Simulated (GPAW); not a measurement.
The system is BeTe.

```
Te Be
1.0
     0.00000    2.77000    2.77000
     2.77000    0.00000    2.77000
     2.77000    2.77000    0.00000
Te Be
1 1
Direct
  0.75000 0.75000 0.75000
  0.00000 0.00000 0.00000
```

Program: GPAW 26.7.0. Alike in all runs: no spin polarisation; cell as given; smearing fermi-dirac 0.05 eV.

**Question.** Order these runs on this cell by their band gap on the k mesh, lowest first.
A. level TB-mBJ; potentials or basis GPAW PAW data sets for LDA (gpaw-data 1.2.1), pw; k mesh 8 × 8 × 8; cutoff (eV) 800; maxiter 150
B. level PBE; potentials or basis GPAW PAW data sets (gpaw-data 1.2.1), pw; k mesh 7 × 7 × 7; cutoff (eV) 600; maxiter 120; convergence default
C. level PBEsol; potentials or basis PAW data sets generated in the run's folder for this functional, pw; k mesh 8 × 8 × 8; cutoff (eV) 800; maxiter 150; band path GXWKGLUWLK,UX; band points 60
D. level r2SCAN; potentials or basis GPAW PAW data sets (gpaw-data 1.2.1), pw; k mesh 8 × 8 × 8; cutoff (eV) 800; maxiter 150; band path GXWKGLUWLK,UX; band points 60

**Answer.** C (1.75 eV), B (1.92 eV), D (2.22 eV), A (2.52 eV).

Caveats: spin-orbit coupling is left out, which moves the levels of the heavy elements; a model potential gives levels but no total energy (some runs); an odd mesh through Γ misses points on the zone boundary, where band edges often lie (some runs).

A k mesh can miss the band edges, odd and even meshes differently.
